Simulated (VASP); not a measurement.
# GaAs: an input that fails (relaxed cell and band gap)

GaAs, F-43m (no. 216), 2 atoms in the cell.

INCAR:
```
SYSTEM = GaAs
ALGO = Normal
EDIFF = 1E-7
EDIFFG = -0.005
ENCUT = 600
GGA = LIBXC
GGA_COMPAT = .FALSE.
IBRION = 2
ISIF = 3
ISMEAR = 0
LASPH = .TRUE.
LCHARG = .FALSE.
LIBXC1 = GGA_X_PBEE
LIBXC2 = GGA_C_PBE
LREAL = .FALSE.
LWAVE = .FALSE.
NELM = 80
NSW = 20
PREC = Accurate
SIGMA = 0.02
```

KPOINTS:
```
k-points
0
Gamma
  6 6 6
```

POSCAR:
```
GaAs
1.0
    0.0000000000      2.8268500000      2.8268500000
    2.8268500000      0.0000000000      2.8268500000
    2.8268500000      2.8268500000      0.0000000000
As Ga
1 1
Direct
    0.7500000000      0.7500000000      0.7500000000
    0.0000000000      0.0000000000      0.0000000000
```

Commands:
```
cat potpaw_PBE.64/As/POTCAR potpaw_PBE.64/Ga_d/POTCAR > POTCAR
mpirun -np 1 vasp_std > vasp.out
```

VASP stops with:
```
One of the selected functionals for Libxc does not exist. Either you mistyped the name or your installed version of Libxc is not recent enough to include this functional. ---->  I REFUSE TO CONTINUE WITH THIS SICK JOB ... BYE!!! <----
```

Cause: misspelt functional name under LIBXC1.
